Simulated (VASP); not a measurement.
# BAs: phonon-limited transport, 4 variants

BAs, F-43m (no. 216), 2 atoms in the cell. PBE, Boltzmann transport, phonon-limited lifetimes; PAW potentials As, B (PBE set).

| Variation | Electron mobility at 300 K (cm^2/(V s)) | Hole mobility at 300 K (cm^2/(V s)) | Electron density for that mobility (10^18 cm^-3) | Hole density for that mobility (10^18 cm^-3) | Seebeck coefficient under electron doping at 300 K (uV/K) | Time (s) |
|---|---|---|---|---|---|---|
| six relaxation-time approximations in one run (SERTA shown) | 1438 | 1269 | 0.10 | 0.10 | -647 | 1723 |
| pseudo matrix elements (VDQ) | 1438 | 1269 | 0.10 | 0.10 | -647 | 1694 |
| tetrahedra beside two broadenings (tetrahedra shown) | 1438 | 1269 | 0.10 | 0.10 | -647 | 2646 |
| range of doping | 1407 | 1207 | 1.00 | 1.00 | -450 | 2104 |

Limits: The values aren't converged in the dense mesh: a finer one can change them by tens of percent; scattering by impurities isn't included.

## Input of the first row

INCAR.step1:
```
SYSTEM = BAs
PREC = Accurate ; ENCUT = 420
EDIFF = 1E-8 ; LREAL = .FALSE.
LASPH = .TRUE. ; LWAVE = .FALSE.
LCHARG = .FALSE. ; ALGO = Normal
NELM = 100 ; ISMEAR = 0
SIGMA = 0.01 ; EFERMI = MIDGAP
GGA = PE ; IBRION = 2
ISIF = 3 ; NSW = 60
EDIFFG = -0.001
```

INCAR.step2, as INCAR.step1 but for:
```
- IBRION = 2
- ISIF = 3
- NSW = 60
- EDIFFG = -0.001
+ LEPSILON = .TRUE.
```

INCAR.step3:
```
SYSTEM = BAs
PREC = Accurate ; ENCUT = 420
EDIFF = 1E-7 ; LREAL = .FALSE.
LASPH = .TRUE. ; LWAVE = .FALSE.
LCHARG = .FALSE. ; ALGO = Normal
NELM = 100 ; ISMEAR = 0
SIGMA = 0.01 ; EFERMI = MIDGAP
GGA = PE ; IBRION = 6
NFREE = 2 ; POTIM = 0.015
NSW = 1 ; ELPH_POT_GENERATE = .TRUE.
ELPH_POT_LATTICE = 0.0000000000 2.4082639710 2.4082639710 2.4082639710 0.0000000000 2.4082639710 2.4082639710 2.4082639710 0.0000000000 ; PHON_DIELECTRIC = 9.89981 0.00000 0.00000 0.00000 9.89981 0.00000 0.00000 0.00000 9.89981
PHON_BORN_CHARGES = 0.45646 0.00000 0.00000 0.00000 0.45646 0.00000 0.00000 0.00000 0.45646 -0.45646 0.00000 0.00000 0.00000 -0.45646 0.00000 0.00000 0.00000 -0.45646 ; KPAR = 2
```

INCAR.step4:
```
SYSTEM = BAs
PREC = Accurate ; ENCUT = 420
EDIFF = 1E-8 ; LREAL = .FALSE.
LASPH = .TRUE. ; LWAVE = .FALSE.
LCHARG = .FALSE. ; ALGO = Normal
NELM = 100 ; ISMEAR = 0
SIGMA = 0.01 ; EFERMI = MIDGAP
GGA = PE ; ELPH_MODE = TRANSPORT
ELPH_SCATTERING_APPROX = SERTA MRTA_LAMBDA MRTA_TAU ERTA_LAMBDA ERTA_TAU CRTA ; ELPH_ISMEAR = -24
KPAR = 8 ; ELPH_SELFEN_CARRIER_DEN = -1e17 1e17
ELPH_SELFEN_TEMPS = 200 300 400 ; TRANSPORT_NEDOS = 501
ELPH_FERMI_NEDOS = 2001
```

KPOINTS.step1:
```
k-points
0
Gamma
  11 11 11
```

KPOINTS.step2:
```
k-points
0
Gamma
  12 12 12
```

KPOINTS.step3:
```
Automatic mesh
0
Gamma
  2 2 2
  0 0 0
```

KPOINTS.step4:
```
k-points
0
Gamma
  7 7 7
```

KPOINTS_ELPH:
```
Automatic mesh
0
Gamma
  29 29 29
  0 0 0
```

POSCAR.step1:
```
BAs
1.0
    0.0000000000      2.3885000000      2.3885000000
    2.3885000000      0.0000000000      2.3885000000
    2.3885000000      2.3885000000      0.0000000000
As B
1 1
Direct
    0.7500000000      0.7500000000      0.7500000000
    0.0000000000      0.0000000000      0.0000000000
```

POSCAR.step2:
```
As B
 1.0000000000000000
     0.0000000000000000    2.4082639710027784    2.4082639710027784
     2.4082639710027784    0.0000000000000000    2.4082639710027784
     2.4082639710027784    2.4082639710027784    0.0000000000000000
 As  B
   1   1
Direct
  0.7500000000000000  0.7500000000000000  0.7500000000000000
  0.0000000000000000  0.0000000000000000 -0.0000000000000000
```

POSCAR.step3:
```
As B
 1.0000000000000000
     0.0000000000000000    7.2247919130083353    7.2247919130083353
     7.2247919130083353    0.0000000000000000    7.2247919130083353
     7.2247919130083353    7.2247919130083353    0.0000000000000000
 As  B
  27  27
Direct
  0.2500000000000000  0.2500000000000000  0.2499999999999999
  0.2500000000000002  0.2500000000000002  0.5833333333333331
  0.2500000000000002  0.2500000000000002  0.9166666666666664
  0.2500000000000001  0.5833333333333333  0.2499999999999998
  0.2500000000000001  0.5833333333333334  0.5833333333333333
  0.2500000000000002  0.5833333333333333  0.9166666666666664
  0.2500000000000001  0.9166666666666669  0.2499999999999998
  0.2500000000000003  0.9166666666666670  0.5833333333333329
  0.2500000000000002  0.9166666666666669  0.9166666666666664
  0.5833333333333333  0.2500000000000000  0.2499999999999999
  0.5833333333333334  0.2500000000000001  0.5833333333333333
  0.5833333333333333  0.2500000000000002  0.9166666666666664
  0.5833333333333334  0.5833333333333334  0.2499999999999998
  0.5833333333333335  0.5833333333333335  0.5833333333333330
  0.5833333333333334  0.5833333333333334  0.9166666666666663
  0.5833333333333334  0.9166666666666669  0.2499999999999998
  0.5833333333333335  0.9166666666666669  0.5833333333333330
  0.5833333333333331  0.9166666666666667  0.9166666666666665
  0.9166666666666669  0.2500000000000001  0.2499999999999998
  0.9166666666666670  0.2500000000000003  0.5833333333333329
  0.9166666666666669  0.2500000000000002  0.9166666666666664
  0.9166666666666670  0.5833333333333335  0.2499999999999997
  0.9166666666666670  0.5833333333333337  0.5833333333333329
  0.9166666666666669  0.5833333333333333  0.9166666666666664
  0.9166666666666671  0.9166666666666671  0.2499999999999995
  0.9166666666666670  0.9166666666666670  0.5833333333333329
  0.9166666666666669  0.9166666666666669  0.9166666666666664
  0.0000000000000000  0.0000000000000000 -0.0000000000000000
  0.0000000000000000  0.0000000000000000  0.3333333333333333
  0.0000000000000000  0.0000000000000000  0.6666666666666666
  0.0000000000000001  0.3333333333333333 -0.0000000000000001
  0.0000000000000000  0.3333333333333333  0.3333333333333333
  0.0000000000000000  0.3333333333333333  0.6666666666666666
  0.0000000000000001  0.6666666666666666 -0.0000000000000001
  0.0000000000000001  0.6666666666666666  0.3333333333333333
  0.0000000000000000  0.6666666666666666  0.6666666666666666
  0.3333333333333333  0.0000000000000001 -0.0000000000000001
  0.3333333333333333  0.0000000000000000  0.3333333333333333
  0.3333333333333333  0.0000000000000000  0.6666666666666666
  0.3333333333333334  0.3333333333333334 -0.0000000000000001
  0.3333333333333334  0.3333333333333334  0.3333333333333332
  0.3333333333333333  0.3333333333333333  0.6666666666666666
  0.3333333333333334  0.6666666666666666 -0.0000000000000001
  0.3333333333333334  0.6666666666666666  0.3333333333333333
  0.3333333333333335  0.6666666666666669  0.6666666666666664
  0.6666666666666666  0.0000000000000002 -0.0000000000000002
  0.6666666666666666  0.0000000000000001  0.3333333333333332
  0.6666666666666666  0.0000000000000000  0.6666666666666666
  0.6666666666666666  0.3333333333333334 -0.0000000000000001
  0.6666666666666666  0.3333333333333334  0.3333333333333333
  0.6666666666666669  0.3333333333333335  0.6666666666666664
  0.6666666666666669  0.6666666666666669 -0.0000000000000002
  0.6666666666666666  0.6666666666666666  0.3333333333333331
  0.6666666666666669  0.6666666666666669  0.6666666666666664
```

Commands (each step's output is kept before the next begins):
```
cat potpaw_PBE.64/As/POTCAR potpaw_PBE.64/B/POTCAR > POTCAR
cp INCAR.step1 INCAR
cp KPOINTS.step1 KPOINTS
cp POSCAR.step1 POSCAR
mpirun -np 8 vasp_std > vasp.out
cp CONTCAR POSCAR
cp INCAR.step2 INCAR
cp KPOINTS.step2 KPOINTS
cp POSCAR.step2 POSCAR
mpirun -np 8 vasp_std > vasp.out
cp INCAR.step3 INCAR
cp KPOINTS.step3 KPOINTS
cp POSCAR.step3 POSCAR
mpirun -np 8 vasp_std > vasp.out
cp CONTCAR_ELPH POSCAR
cp INCAR.step4 INCAR
cp KPOINTS.step4 KPOINTS
mpirun -np 8 vasp_std > vasp.out
```

Changes of the last row against the first:
```
(step 4)
- ELPH_SCATTERING_APPROX = SERTA MRTA_LAMBDA MRTA_TAU ERTA_LAMBDA ERTA_TAU CRTA
- ELPH_SELFEN_CARRIER_DEN = -1e17 1e17
- ELPH_SELFEN_TEMPS = 200 300 400
+ ELPH_SCATTERING_APPROX = SERTA
+ ELPH_SELFEN_CARRIER_DEN = -1e20 -1e19 -1e18 -1e16 1e16 1e18 1e19 1e20
+ ELPH_SELFEN_TEMPS = 300 500
```

VASP 6.6.1 took 1723 s on 8 cores (Intel Xeon Platinum 8488C (Sapphire Rapids)), a shared host.
